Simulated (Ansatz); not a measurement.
# Fe (Fmmm) in Ansatz: notebook

One crystal, Fe, is run at these levels: PBE; tasks: single point.

All numbers are computed with Ansatz 0.2.0; they aren't measurements. Logs are shortened: lines on timing, memory, paths and dates and some standing lists are left out, and cuts for length are marked.

## Step 1: The crystal as given

The structure is orthorhombic, space group Fmmm (No. 69). Conventional cell: a = 2.997 Å, b = 3.883 Å, c = 3.930 Å, α = 90.00°, β = 90.00°, γ = 90.00°. Fe (site symmetry mmm) is surrounded by 12 Fe at 2.45 to 2.76 Å.

## Step 2: Single point, PBE, collinear spin, ferromagnetic start

Input file input.yaml:

```yaml
crystal:
  lattice:
    - [0.0, 1.9417396906, 1.9651051623]
    - [1.4984397099, 0.0, 1.9651051623]
    - [1.4984397099, 1.9417396906, 0.0]
  atoms:
    - { symbol: Fe, position: [0.0, 0.0, 0.0], spin: 3.0 }
hamiltonian:
  xc: pbe
  pseudopotentials: { kind: paw }
magnetization:
  spin_polarized: true
kpoints:
  mp_grid: { grid: [13, 13, 13] }
scf:
  occupations: { method: gaussian, width: 0.02 }
output:
  forces: true
  stress: true
  eigenvalues: true
```

Potentials or basis: Ansatz PAW.

Launch:

```sh
$ ansatz run input.yaml --threads 2 --pin off --max-ram 5632MiB --backend cpu --events-out ev --progress --plain --runs-dir out
```

Output:

```text
Warning: RAYON_NUM_THREADS=2 ignored (pool sized by the plan → 2); use --threads N
Engine: ansatz 0.2.0, x86_64-unknown-linux-gnu
Pseudopotentials: kind: paw
Pseudopotential: Fe, paw, valence charge 16, recommended cutoff 420 eV (normal), Fe.paw.azcp
Functional definition: PBE
  parameter kappa = 0.804
  parameter beta = 0.06672455060314922
  exchange = pbe_x(kappa = kappa, mu = beta*pi^2/3)
  correlation = pbe_c(beta = beta)
Crystal: 1 atoms, lattice volume = 11.435 Å³
Basis set: ecut = 420 eV, 221 PW (Γ), exchange–correlation on 40×36×36 points (8 copies of the dense FFT grid, shifted against one another)
Bands: 14, of which v1, the nominal top of the filled ones, is band 8 counted from 1 (7 counted from 0)
Symmetry: 8 space group operations
Space group: Fmmm (ITA 69), of the structure as read, at distance tolerance 2.3e-5 Å
Magnetic group: BNS 69.521 (UNI 619), of the structure as read, at distance tolerance 2.3e-5 Å
k-points: 343 of 2197
Non-local potential: Fe, projectors of the file, l = 0: 3, l = 1: 2, l = 2: 3, l = 3: 1
PAW form: soft (Blöchl's): semilocal exchange-correlation on the pseudo side does not see the compensation charge
PAW one-centre angular grid: Fe, 590 points (default); XC on 64 Gauss nodes
Initial density: superposition of atomic densities (chi_scale 0.1, normalization cell)
Starting moments: Σ|m| = 3 μB on 1 of 1 site
Initial wavefunctions: pseudopotential atomic-orbital guess
Functional: x = pbe(κ = 0.804, μ = 0.2195149727645171), c = pbe(β = 0.06672455060314922)
SCF iter   1: F=—  HF=-4480.618373 eV  |F-HF|=—  |Δ(HF+E_count)|=         —  Δρ=1.40e-1 (↑1.40e-1 ↓4.89e-2)  dr2=1.63e0  dr2_m=5.87e-1  M=2.096 μB ∫|m|=2.127 μB  β_m=0.30  ethr=3.10e-3  ⟨swp⟩=5.3  Hψ=46336  notcnv=0
Mixer restart at iter 1: flushing history
preconditioner: auto → none  [metal: Δε(μ)=0.001 eV  Ē_g=14.388 eV  σ=0.020 eV  W_gap=0.03  n_scr=0 (ndim 8)  ℏωp=31.1 eV  f_vac=0.000  D(μ)=1.63/eV (n_scr^D=18)]
SCF iter   2: F=—  HF=-4479.865023 eV  |F-HF|=—  |Δ(HF+E_count)|=   7.53e-1  Δρ=3.37e-2 (↑2.21e-2 ↓3.37e-2)  dr2=4.65e-2  dr2_m=6.05e-2  M=2.284 μB ∫|m|=2.346 μB  β_m=0.30  ethr=3.10e-3  ⟨swp⟩=3.3  Hψ=23903  notcnv=0  defer=891
SCF iter   3: F=—  HF=-4480.104829 eV  |F-HF|=—  |Δ(HF+E_count)|=   2.40e-1  Δρ=2.33e-2 (↑1.79e-2 ↓2.33e-2)  dr2=3.27e-3  dr2_m=4.23e-2  M=2.251 μB ∫|m|=2.324 μB  β_m=0.54  ethr=2.91e-4  ⟨swp⟩=3.3  Hψ=20084  notcnv=0  defer=910
SCF iter   4: F=—  HF=-4480.419859 eV  |F-HF|=—  |Δ(HF+E_count)|=   3.15e-1  Δρ=1.12e-2 (↑5.28e-3 ↓1.12e-2)  dr2=1.08e-2  dr2_m=4.63e-3  M=2.203 μB ∫|m|=2.305 μB  β_m=0.77  ethr=2.04e-5  ⟨swp⟩=3.0  Hψ=21398  notcnv=0  defer=910
SCF iter   5: F=—  HF=-4480.461377 eV  |F-HF|=—  |Δ(HF+E_count)|=   4.15e-2  Δρ=7.22e-3 (↑7.22e-3 ↓5.01e-3)  dr2=1.11e-2  dr2_m=2.13e-4  M=2.138 μB ∫|m|=2.258 μB  β_m=0.71  ethr=2.04e-5  ⟨swp⟩=3.0  Hψ=23635  notcnv=0  defer=893
SCF iter   6: F=—  HF=-4480.463119 eV  |F-HF|=—  |Δ(HF+E_count)|=   1.74e-3  Δρ=2.32e-3 (↑2.32e-3 ↓1.96e-3)  dr2=1.36e-3  dr2_m=1.53e-5  M=2.154 μB ∫|m|=2.273 μB  β_m=0.80  ethr=2.04e-5  ⟨swp⟩=2.6  Hψ=18332  notcnv=0  defer=907
SCF iter   7: F=—  HF=-4480.463264 eV  |F-HF|=—  |Δ(HF+E_count)|=   1.45e-4  Δρ=5.80e-4 (↑2.04e-4 ↓5.80e-4)  dr2=1.74e-5  dr2_m=1.35e-5  M=2.163 μB ∫|m|=2.281 μB  β_m=0.90  ethr=8.53e-6  ⟨swp⟩=2.5  Hψ=14989  notcnv=0  defer=907
SCF iter   8: F=—  HF=-4480.463270 eV  |F-HF|=—  |Δ(HF+E_count)|=   5.84e-6  Δρ=2.30e-4 (↑2.30e-4 ↓1.94e-4)  dr2=1.51e-7  dr2_m=4.65e-6  M=2.165 μB ∫|m|=2.282 μB  β_m=0.95  ethr=1.09e-7  ⟨swp⟩=2.3  Hψ=14713  notcnv=0  defer=907
SCF iter   9: F=—  HF=-4480.463270 eV  |F-HF|=—  |Δ(HF+E_count)|=   1.87e-7  Δρ=2.99e-5 (↑2.99e-5 ↓2.87e-5)  dr2=5.95e-9  dr2_m=8.56e-8  M=2.165 μB ∫|m|=2.283 μB  β_m=0.95  ethr=9.41e-10  ⟨swp⟩=2.1  Hψ=14458  notcnv=0  defer=907
SCF iter  10: F=—  HF=-4480.463270 eV  |F-HF|=—  |Δ(HF+E_count)|=   2.27e-8  Δρ=9.84e-6 (↑6.61e-6 ↓9.84e-6)  dr2=1.55e-9  dr2_m=6.73e-9  M=2.165 μB ∫|m|=2.283 μB  β_m=0.97  ethr=3.72e-11  ⟨swp⟩=2.4  Hψ=14013  notcnv=0  defer=907
SCF iter  11: F=-4480.463270 eV  HF=-4480.463270 eV  |F-HF|=6.85e-10  |Δ(HF+E_count)|=   1.51e-9  Δρ=2.17e-6 (↑2.17e-6 ↓1.31e-6)  dr2=7.93e-10  dr2_m=3.54e-11  M=2.165 μB ∫|m|=2.283 μB  ethr=9.70e-12  ⟨swp⟩=5.1  Hψ=35874  notcnv=0
SCF 1 converged in 11 iterations: F = -4480.463270 eV  dr2 = 7.93e-10
SCF converged after 11 iterations
Magnetization: 2.1654 μB (9.0827 up, 6.9173 down)
Absolute magnetization: 2.2827 μB (∫|ρ↑−ρ↓|, with the PAW one-centre terms)
Spin contamination: 0.0369 ħ² per cell (⟨S²⟩ above its minimum at these occupations)
Per-site moments (μB) at R_I (Å): [(2.212550267002156, 1.011733477502028)]
Free energy (F): -4480.463270 eV
Harris-Foulkes:  -4480.463270 eV  (|F-HF|=6.85e-10)
Internal energy: -4480.463022 eV  (E = F + TS)
E sigma→0 (E₀):  -4480.463146 eV
Entropy (-TS):   -0.000248 eV (-0.248 meV/atom)
Fermi energy:    18.422956 eV
--- Per-component energies (eV) ---
  E_band       = -213.802713
  E_kinetic    = 350.348438
  E_local      = -2072.439250  (includes V_loc(G=0)·N_el)
  E_nonlocal   = 218.423427
  E_hartree    = 870.190428
  E_xc         = -117.865896
  E_vxc        = -151.773397  (∫ρ·V_xc dr)
  E_paw        = -1366.236161  (= ΣΔE_a)
  E_vpaw       = -298.742093  (= ΣTr[D̂ρ^β])
  E_aug_tail   = 0.000971  (compensation charges beyond the density's cutoff)
  E_ewald      = -2362.884979
  E_smearing   = -0.000248  (= −TS)
  E_closure    = 0.000000  (closes the sum)
  Σ components = -4480.463270   (vs F -4480.463270, Δ=0.00e0)
--- Forces (eV/Å), atoms counted from 1 ---
  atom   1  Fe     0.00000000     0.00000000    -0.00000000
  max |Σ_I F_I| component: 1.36e-31 eV/Å
--- Stress (GPa, compression-positive) ---
       -6.637044       0.000000       0.000000
        0.000000       1.782386      -0.000000
        0.000000      -0.000000       0.975960
  P = ⅓ Tr σ = -1.2929 GPa (-12.929 kbar)
--- Band table (eV; the first three rows and the last of 686) ---
  k-point 0 ↑: bands = ["-69.6767", "-35.4810", "-35.4749", "-35.4718", "9.8956", "15.9690", "16.0555", "16.3850", "17.0751", "17.4618", "41.6242", "43.1107", "43.3667", "47.6531"]
  k-point 1 ↑: bands = ["-69.6723", "-35.5000", "-35.4841", "-35.4743", "10.1343", "15.9816", "16.0643", "16.4263", "17.0384", "17.4341", "40.7870", "42.3890", "43.1224", "46.8332"]
  k-point 2 ↑: bands = ["-69.6603", "-35.5650", "-35.5036", "-35.4747", "10.8206", "15.9352", "15.9854", "16.7029", "16.9762", "17.3885", "37.9414", "41.3184", "42.8025", "46.0009"]
  k-point 342 ↓: bands = ["-66.9746", "-33.3110", "-33.0726", "-32.9347", "14.8720", "16.2761", "18.7902", "20.2983", "20.6179", "21.5360", "27.4872", "34.7397", "36.8490", "41.9118"]
```

It took 4.4 s on 2 threads of Intel Xeon Platinum 8488C (Sapphire Rapids), shared host; peak memory 0.44 GiB.

Results:

* Free energy: -4480.4633 eV
* Pressure: -1.3 GPa
* Band gap on the k mesh: none (metal or under the smearing width)
* Net moment: 2.17 μB per cell
* Absolute moment: 2.28 μB per cell
* Site moments: Fe +2.21 μB

Levels at points of the mesh, in eV from the Fermi level:
Spin up:
```csv
k point,band 7,band 8,band 9,band 10,band 11,band 12
"(0.00, 0.00, 0.00)",-2.37,-2.04,-1.35,-0.96,23.20,24.69
```
Spin down:
```
           k point  band 3  band 4  band 5  band 6  band 7  band 8  band 9  band 10  band 11  band 12
(0.00, 0.00, 0.00)  -51.32  -51.31   -8.38   -0.67   -0.51   -0.01    1.28     1.90    22.95    24.51
```

## Step 3: Single point, PBE, collinear spin, ferromagnetic start

Edit input.yaml of step 2 so:

```diff
@@ -15,3 +15,3 @@
 scf:
-  occupations: { method: gaussian, width: 0.02 }
+  occupations: { method: gaussian, width: 0.021 }
 output:
```

Potentials or basis: Ansatz PAW.

Launch:

```sh
$ ansatz run input.yaml --threads 2 --pin off --max-ram 5632MiB --backend cpu --events-out ev --progress --plain --runs-dir out
```

Run time: 4.3 s. Hardware: 2 threads of Intel Xeon Platinum 8488C (Sapphire Rapids), shared host; peak memory 0.43 GiB.

Results (log left out):

* Free energy: -4480.4633 eV
* Pressure: -1.3 GPa
* Band gap on the k mesh: none (metal or under the smearing width)
* Net moment: 2.17 μB per cell
* Absolute moment: 2.28 μB per cell
* Site moments: Fe +2.21 μB

Stress tensor (GPa, compression positive):
```
-6.63  0.00  0.00
 0.00  1.78  0.00
 0.00  0.00  0.98
```

Levels at points of the mesh, in eV from the Fermi level:
Spin up:
| k point | band 6 | band 7 | band 8 | band 9 | band 10 | band 11 | band 12 | band 13 |
| --- | --- | --- | --- | --- | --- | --- | --- | --- |
| (0.00, 0.00, 0.00) | -2.45 | -2.37 | -2.04 | -1.35 | -0.96 | 23.20 | 24.69 | 24.94 |
Spin down:
| k point | band 3 | band 4 | band 5 | band 6 | band 7 | band 8 | band 9 | band 10 | band 11 | band 12 |
| --- | --- | --- | --- | --- | --- | --- | --- | --- | --- | --- |
| (0.00, 0.00, 0.00) | -51.32 | -51.31 | -8.38 | -0.67 | -0.51 | -0.01 | 1.28 | 1.90 | 22.95 | 24.51 |

## Step 4: Single point, PBE, collinear spin, ferromagnetic start

Edit input.yaml of step 3 so:

```diff
@@ -15,3 +15,3 @@
 scf:
-  occupations: { method: gaussian, width: 0.021 }
+  occupations: { method: gaussian, width: 0.022 }
 output:
```

Launch:

```sh
$ ansatz run input.yaml --threads 2 --pin off --max-ram 5632MiB --backend cpu --events-out ev --progress --plain --runs-dir out
```

Run time: 4.2 s. Hardware: 2 threads of Intel Xeon Platinum 8488C (Sapphire Rapids), shared host; peak memory 0.44 GiB.

The run converged. Its results:

```
Free energy            : -4480.4633 eV
Pressure               : -1.3 GPa
Band gap on the k mesh : none (metal or under the smearing width)
Net moment             : 2.17 μB per cell
Absolute moment        : 2.28 μB per cell
Site moments           : Fe +2.21 μB
```

Stress tensor (GPa, compression positive):
```
-6.63  0.00  0.00
 0.00  1.78  0.00
 0.00  0.00  0.97
```

Levels at points of the mesh, in eV from the Fermi level:
Spin up:
```csv
k point,band 7,band 8,band 9,band 10,band 11,band 12
"(0.00, 0.00, 0.00)",-2.37,-2.04,-1.35,-0.96,23.20,24.69
```
Spin down:
| k point | band 4 | band 5 | band 6 | band 7 | band 8 | band 9 | band 10 | band 11 |
| --- | --- | --- | --- | --- | --- | --- | --- | --- |
| (0.00, 0.00, 0.00) | -51.31 | -8.38 | -0.67 | -0.51 | -0.01 | 1.28 | 1.90 | 22.95 |

## Step 5: Single point, PBE, collinear spin, ferromagnetic start

Edit input.yaml of step 4 so:

```diff
@@ -15,3 +15,3 @@
 scf:
-  occupations: { method: gaussian, width: 0.022 }
+  occupations: { method: gaussian, width: 0.023 }
 output:
@@ -20 +20,5 @@
   eigenvalues: true
+  write_density: true
+  write_potential: true
+  elf: true
+  volumetric_format: npy
```

Launch:

```sh
$ ansatz run input.yaml --threads 2 --pin off --max-ram 5632MiB --backend cpu --events-out ev --progress --plain --runs-dir out
```

Wall time 5.1 s (2 threads of Intel Xeon Platinum 8488C (Sapphire Rapids), shared host); peak memory 0.44 GiB.

It converged, with:

```
Free energy            : -4480.4633 eV
Pressure               : -1.3 GPa
Band gap on the k mesh : none (metal or under the smearing width)
Net moment             : 2.17 μB per cell
Absolute moment        : 2.28 μB per cell
Site moments           : Fe +2.21 μB
```

Stress tensor (GPa, compression positive):
```
-6.63  0.00  0.00
 0.00  1.78  0.00
 0.00  0.00  0.97
```

Levels at points of the mesh, in eV from the Fermi level:
Spin up:
```csv
k point,band 6,band 7,band 8,band 9,band 10,band 11,band 12,band 13
"(0.00, 0.00, 0.00)",-2.45,-2.37,-2.04,-1.35,-0.96,23.20,24.69,24.94
```
Spin down:
| k point | band 5 | band 6 | band 7 | band 8 | band 9 | band 10 |
| --- | --- | --- | --- | --- | --- | --- |
| (0.00, 0.00, 0.00) | -8.38 | -0.67 | -0.51 | -0.01 | 1.28 | 1.90 |

## Step 6: Single point, PBE, collinear spin, ferromagnetic start

Edit input.yaml of step 5 so:

```diff
@@ -15,3 +15,3 @@
 scf:
-  occupations: { method: gaussian, width: 0.023 }
+  occupations: { method: gaussian, width: 0.024 }
 output:
@@ -20,5 +20 @@
   eigenvalues: true
-  write_density: true
-  write_potential: true
-  elf: true
-  volumetric_format: npy
```

Potentials or basis: Ansatz PAW.

Launch:

```sh
$ ansatz run input.yaml --threads 2 --pin off --max-ram 5632MiB --backend cpu --events-out ev --progress --plain --runs-dir out
```

It took 4.2 s on 2 threads of Intel Xeon Platinum 8488C (Sapphire Rapids), shared host; peak memory 0.44 GiB.

Results (log left out):

```yaml
Free_energy: -4480.4633 eV
Pressure: -1.3 GPa
Band_gap_on_the_k_mesh: none (metal or under the smearing width)
Net_moment: 2.17 μB per cell
Absolute_moment: 2.28 μB per cell
Site_moments: Fe +2.21 μB
```

Stress tensor (GPa, compression positive):
```
-6.62  0.00  0.00
 0.00  1.78  0.00
 0.00  0.00  0.97
```

Levels at points of the mesh, in eV from the Fermi level:
Spin up:
| k point | band 6 | band 7 | band 8 | band 9 | band 10 | band 11 | band 12 | band 13 |
| --- | --- | --- | --- | --- | --- | --- | --- | --- |
| (0.00, 0.00, 0.00) | -2.45 | -2.37 | -2.04 | -1.35 | -0.96 | 23.20 | 24.69 | 24.94 |
Spin down:
```tsv
k point	band 5	band 6	band 7	band 8	band 9	band 10
(0.00, 0.00, 0.00)	-8.38	-0.67	-0.51	-0.01	1.28	1.90
```

## Step 7: The runs side by side

```csv
smearing,gap on the mesh (eV),pressure (GPa),moment (μB)
gaussian 0.02 eV,none,-1.3,2.17
gaussian 0.021 eV,none,-1.3,2.17
gaussian 0.022 eV,none,-1.3,2.17
gaussian 0.023 eV,none,-1.3,2.17
gaussian 0.024 eV,none,-1.3,2.17
```

Alike in all rows: task single point; level PBE; potentials or basis Ansatz PAW; spin collinear, ferromagnetic start; cell as given; k mesh 13 × 13 × 13; cutoff (eV) 420.

Every run on the cell as given and a fine mesh finds a metal.

Total energies depend on the potentials used, so only differences within one code and one set of settings carry meaning.
